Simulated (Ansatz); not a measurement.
# TiAl3: the cost of one run

Program: Ansatz 0.2.0. Level of theory: DFT PBE, scalar-relativistic, plane waves, PAW. These are calculated values, not measurements.

## 1. Starting point

It takes space group I4/mmm (No. 139, tetragonal). The conventional cell has a = 3.822 Å, b = 3.822 Å, c = 8.561 Å, α = 90.00°, β = 90.00°, γ = 90.00°. Ti (site symmetry 4/mmm) has 12 Al at 2.70 to 2.87 Å as nearest neighbours. Around Al (site symmetry 4/mmm) lie 4 Ti at 2.70 Å and 8 Al at 2.87 Å. Around Al (site symmetry -4m2) lie 8 Al at 2.70 to 2.87 Å and 4 Ti at 2.87 Å.

Structure file:

```cif
data_structure
_symmetry_space_group_name_H-M 'I4/mmm'
_symmetry_Int_Tables_number 139
_cell_length_a 3.8222
_cell_length_b 3.8222
_cell_length_c 8.5613
_cell_angle_alpha 90.000
_cell_angle_beta 90.000
_cell_angle_gamma 90.000
_cell_volume 125.08
loop_
_atom_site_label
_atom_site_type_symbol
_atom_site_symmetry_multiplicity
_atom_site_Wyckoff_symbol
_atom_site_fract_x
_atom_site_fract_y
_atom_site_fract_z
_atom_site_occupancy
Ti1 Ti 2 a 0.00000 0.00000 0.00000 1
Al1 Al 2 b 0.50000 0.50000 0.00000 1
Al2 Al 4 d 0.00000 0.50000 0.25000 1
```

This is candidate A: structure listed in a database for this formula (I4/mmm, No. 139).

(A quick probe on a coarse mesh, which set the mesh and smearing, is not shown.)

## 3. Relaxing cell and atoms (candidate A)

The input, input.yaml:

```yaml
crystal:
  lattice:
    - [-1.9111067713, 1.9111067713, 4.2806687947]
    - [1.9111067713, -1.9111067713, 4.2806687947]
    - [1.9111067713, 1.9111067713, -4.2806687947]
  atoms:
    - { symbol: Ti, position: [0.0, 0.0, 0.0] }
    - { symbol: Al, position: [0.5, 0.5, 0.0] }
    - { symbol: Al, position: [0.75, 0.25, 0.5] }
    - { symbol: Al, position: [0.25, 0.75, 0.5] }
basis:
  ecutwfc: 420
kpoints:
  mp_grid: { grid: [18, 18, 18] }
hamiltonian:
  xc: pbe
scf:
  occupations: { method: gaussian, width: 0.1 }
output:
  forces: true
  stress: true
  eigenvalues: true
relax:
  adjacent_minimum: "off"
  f_tol: 0.01
  max_steps: 80
  cell: { stress_tol: 0.05 }
```

Started as:

```bash
$ ansatz run input.yaml --threads 1 --pin off --max-ram 2560MiB --backend cpu --events-out ev --progress --plain --runs-dir out
```

Q: Estimate wall time and peak memory on 1 thread of Intel Xeon Platinum 8259CL at 2.50GHz (Skylake/Cascade Lake), shared host.

About 2.4 min, with a peak of 0.74 GiB.
